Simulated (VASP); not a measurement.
A run of VASP 6.6.1 is set up as follows.

The input INCAR:

```
SYSTEM = Hf
PREC = Accurate
ENCUT = 600
EDIFF = 1E-7
ISMEAR = 0
SIGMA = 0.1
LREAL = .FALSE.
LASPH = .TRUE.
NELM = 100
ALGO = Normal
ISIF = 3
LWAVE = .FALSE.
LCHARG = .FALSE.
GGA = PE
IVDW = 12
IBRION = 2
NSW = 90
EDIFFG = -0.005
```

Contents of KPOINTS:

```
Automatic mesh
0
G
  16 16 16
  0 0 0
```

The input POSCAR:

```
Hf
1.0
    0.0000000000      2.2352673600      2.2352673600
    2.2352673600      0.0000000000      2.2352673600
    2.2352673600      2.2352673600      0.0000000000
Hf
1
Direct
    0.0000000000      0.0000000000      0.0000000000
```

Potentials or basis: VASP PAW PBE potentials, release 64 (Hf_pv).

Launch:

```console
$ cat potpaw_PBE.64/Hf_pv/POTCAR > POTCAR
$ mpirun -np 1 vasp_std > vasp.out
```

Question: What does it give for the relaxed volume?

Answer: 21.72 Å³/atom.

Question: Estimate the dispersion energy per atom.

Answer: -0.464 eV.

Question: Predict the relaxed cell.

Answer: a = 3.132 Å, b = 3.132 Å, c = 3.132 Å, α = 60.00°, β = 60.00°, γ = 60.00°.

Question: Estimate the space group after relaxing (to 0.05 Å).

Answer: Fm-3m (No. 225).

Step by step:
```
step  energy change (eV)  largest force (eV/Å)  pressure (GPa)  volume (Å³)
   1              0.0000                0.0000           -2.82        22.34
   2              0.0009                0.0000            3.33        21.09
   3             -0.0055                0.0000           -0.01        21.72
```

Caveat: pairwise dispersion overbinds metals, which lowers pressure and volume. Spin-orbit coupling is left out, which matters for the levels of Hf.
